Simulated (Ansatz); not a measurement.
**Starting-point dependence of the GW gap of Al2O3 (Corundum)**

One-shot GW is not self-consistent; how far does the start matter for Al2O3 (Corundum)?

Method: G0W0 on several functionals, plane waves, PAW, in Ansatz 0.2.0.

This is a report of a sequence of runs, with most program output left out.

In doubt: masses and optical values from hybrid runs of this build are listed as unsure (step 4), which bears on the screening that GW takes from such a start.

## 1. The structure

The structure is trigonal, space group R-3c (No. 167). The conventional cell has a = 4.760 Å, b = 4.760 Å, c = 12.996 Å, α = 90.00°, β = 90.00°, γ = 120.00°. Nearest to Al lie 6 O at 1.85 to 1.97 Å. Nearest to O lie 4 Al at 1.85 to 1.97 Å. Farther neighbours and most contacts between anions are not listed.

Structure file:

```cif
data_structure
_symmetry_space_group_name_H-M 'P 1'
_symmetry_Int_Tables_number 1
_cell_length_a 5.1302
_cell_length_b 5.1302
_cell_length_c 5.1302
_cell_angle_alpha 55.287
_cell_angle_beta 55.287
_cell_angle_gamma 55.287
_cell_volume 85.02
loop_
_atom_site_label
_atom_site_type_symbol
_atom_site_fract_x
_atom_site_fract_y
_atom_site_fract_z
_atom_site_occupancy
Al1 Al 0.35216 0.35216 0.35216 1
Al2 Al 0.14784 0.14784 0.14784 1
Al3 Al 0.64784 0.64784 0.64784 1
Al4 Al 0.85216 0.85216 0.85216 1
O5 O 0.55668 0.94332 0.25000 1
O6 O 0.25000 0.55668 0.94332 1
O7 O 0.94332 0.25000 0.55668 1
O8 O 0.44332 0.05668 0.75000 1
O9 O 0.75000 0.44332 0.05668 1
O10 O 0.05668 0.75000 0.44332 1
```

The cell and positions come from the Crystallography Open Database and are kept as given unless a step says otherwise. The default PAW set here is soft_2. Its files were made with PBE.

## 2. G0W0 on LDA

Now the one-shot GW correction: screening in the RPA, then the self-energy of the levels asked for.

This step: G0W0 on LDA, plane waves, PAW.

Input file input.yaml:

```yaml
crystal:
  lattice:
    - [2.38025, 1.3742379782, 4.3318666667]
    - [-2.38025, 1.3742379782, 4.3318666667]
    - [0.0, -2.7484759565, 4.3318666667]
  atoms:
    - { symbol: Al, position: [0.35216, 0.35216, 0.35216] }
    - { symbol: Al, position: [0.14784, 0.14784, 0.14784] }
    - { symbol: Al, position: [0.64784, 0.64784, 0.64784] }
    - { symbol: Al, position: [0.85216, 0.85216, 0.85216] }
    - { symbol: O, position: [0.55668, 0.94332, 0.25] }
    - { symbol: O, position: [0.25, 0.55668, 0.94332] }
    - { symbol: O, position: [0.94332, 0.25, 0.55668] }
    - { symbol: O, position: [0.44332, 0.05668, 0.75] }
    - { symbol: O, position: [0.75, 0.44332, 0.05668] }
    - { symbol: O, position: [0.05668, 0.75, 0.44332] }
kpoints:
  mp_grid: { grid: [4, 4, 4] }
hamiltonian:
  xc: lda
scf:
  occupations: { method: fixed }
gw:
  n_empty_bands: 354
  ecut_chi: 150.0
  qp_bands: [v3, c3]
  qp_kpoints: band_edges
  screening: { model: contour_deformation }
```

Run with:

```bash
ansatz run input.yaml --threads 3 --pin off --max-ram 64512MiB --backend cuda --events-out ev --progress --plain --runs-dir out --devices 1 --max-vram 24GiB  # rebuilt from the run's record
```

Wall time 9.8 s (1 × NVIDIA H100 80GB HBM3 (shared by 3 runs) with 3 threads of AMD EPYC 7R13 (Zen 3), shared host); peak memory 1.5 GiB.

This step gave:

* bands summed: 378
* RPA ε∞ on this mesh (eigenvalues): 3.127, 3.158, 3.158
* plane waves in the screening matrix: 339
* q-points in the mesh: 64
* G0W0 gap on the mesh: 8.905 eV
* k of the valence top: 0, 0, 0
* k of the conduction bottom: 0, 0, 0
* starting gap on the mesh: 6.160 eV
* Z at the valence top: 0.8056
* Z at the conduction bottom: 0.8476
* least direct G0W0 gap on the computed points: 8.905 eV

The gap on the mesh goes from 6.16 eV to 8.90 eV, a correction of +2.74 eV. Between the two edge states, bare exchange in place of the xc potential would open the gap by 10.87 eV, and correlation takes back 8.12 eV.

## 3. G0W0 on PBE

The same correction from a different start measures what one shot leaves open.

This step: G0W0 on PBE, plane waves, PAW.

input.yaml, as its differences from that of step 2:

```diff
@@ -19,3 +19,3 @@
 hamiltonian:
-  xc: lda
+  xc: pbe
 scf:
```

The job ended after 19 s (1 × NVIDIA H100 80GB HBM3 (shared by 3 runs) with 3 threads; peak memory 1.5 GiB; 29 s of CPU time).

This step gave:

```yaml
bands_summed: 378
rpa_eps_infinity_on_this_mesh_eigenvalues: 3.063, 3.091, 3.091
plane_waves_in_the_screening_matrix: 339
q_points_in_the_mesh: 64
g0w0_gap_on_the_mesh: 8.912 eV
k_of_the_valence_top: 0, 0, 0
k_of_the_conduction_bottom: 0, 0, 0
starting_gap_on_the_mesh: 6.217 eV
z_at_the_valence_top: 0.8077
z_at_the_conduction_bottom: 0.8504
least_direct_g0w0_gap_on_the_computed_points: 8.912 eV
```

Against the run with 4×4×4 mesh, 354 empty bands, screening to 150 eV on LDA, the gap moves by +0.007 eV, while the start moved by +0.06 eV.

## 4. G0W0 on HSE06

This step: G0W0 on HSE06, plane waves, PAW.

input.yaml, as its differences from that of step 3:

```diff
@@ -19,3 +19,3 @@
 hamiltonian:
-  xc: pbe
+  xc: hse06
 scf:
```

Run time: 39 s. Hardware: 1 × NVIDIA H100 80GB HBM3 (shared by 3 runs) with 3 threads; peak memory 1.9 GiB; 57 s of CPU time.

Numbers from this step:

```
bands summed                                 : 378
RPA ε∞ on this mesh (eigenvalues)            : 2.697, 2.716, 2.716
plane waves in the screening matrix          : 339
G0W0 gap on the mesh                         : 9.710 eV
k of the valence top                         : 0, 0, 0
k of the conduction bottom                   : 0, 0, 0
starting gap on the mesh                     : 8.080 eV
least direct G0W0 gap on the computed points : 9.710 eV
```

Against the run with 4×4×4 mesh, 354 empty bands, screening to 150 eV on PBE, the gap moves by +0.80 eV, while the start moved by +1.86 eV.

## 5. The starts together

All on the 4×4×4 mesh with 354 empty bands and screening to 150 eV. Times are wall times on 1 × NVIDIA H100 80GB HBM3 (shared by 3 runs) with 3 threads of AMD EPYC 7R13 (Zen 3), shared host, good to a factor of about two.

| start | starting gap (eV) | shift (eV) | G0W0 gap (eV) | RPA ε∞ (harmonic mean) | Z (valence, conduction) | time |
| --- | --- | --- | --- | --- | --- | --- |
| LDA | 6.16 | +2.74 | 8.90 | 3.15 | 0.81, 0.85 | 9.8 s |
| PBE | 6.22 | +2.69 | 8.91 | 3.08 | 0.81, 0.85 | 19 s |
| HSE06 | 8.08 | +1.63 | 9.71 | 2.71 | 0.83, 0.87 | 39 s |

How the two edges are built up, in eV (the quasiparticle level is the starting level plus Σx plus Σc less Vxc):

| run | edge | start | Σx | Σc | Vxc | Z | QP |
| --- | --- | --- | --- | --- | --- | --- | --- |
| LDA | valence top | 7.39 | -26.84 | 4.12 | -21.51 | 0.81 | 6.18 |
| LDA | conduction bottom | 13.55 | -11.53 | -4.00 | -17.06 | 0.85 | 15.09 |
| PBE | valence top | 7.75 | -26.91 | 4.15 | -21.39 | 0.81 | 6.37 |
| PBE | conduction bottom | 13.97 | -11.38 | -3.93 | -16.63 | 0.85 | 15.29 |
| HSE06 | valence top | 6.47 | -26.95 | 3.72 | -22.65 | 0.83 | 5.90 |
| HSE06 | conduction bottom | 14.55 | -10.94 | -3.76 | -15.75 | 0.87 | 15.61 |

For a hybrid start, Vxc holds its share of exact exchange.

## 6. What came out

| Quantity | Value |
| --- | --- |
| G0W0@LDA | 8.90 eV (start 6.16 eV) |
| G0W0@PBE | 8.91 eV (start 6.22 eV) |
| G0W0@HSE06 | 9.71 eV (start 8.08 eV) |
| known limits | not at the basis limit |

What this shows: The starting gaps span 1.92 eV and the G0W0 gaps 0.81 eV. Between LDA and HSE06, 0.81 eV of the 1.92 eV survives, 42 %. HSE06 screens less than LDA (ε∞ 2.71 against 3.15). Of the 0.81 eV by which its G0W0 gap is higher, the correlation part gives +0.64 eV, and exchange with the one-particle terms, which follow the orbitals, +0.17 eV. The smallest correction, +1.63 eV, is on HSE06, the start nearest to reproducing itself. Bands and cutoff are finite, so the gap is not at the basis limit. The miss can reach some tenths of an eV and take either sign; the mesh is an error of its own.

[Paths, hosts, dates, memory and timing lines, banners, echoed tables and standing remarks are left out of the program output.]

[Logs are printed without paths, hosts, clocks, repeated set-up lines and the standing remarks that a program may print on its own settings, such as how far it seeks lower states.]

[Runs of the session that timed out or met a known fault of the program may be left out.]

[Cells called generated may have been cut or substituted from an entry of the Crystallography Open Database or the Materials Project.]

[Hosts, paths, dates, database ids (printed as entryN), source tags and the programs' standing remarks are cut or masked in the printed files.]
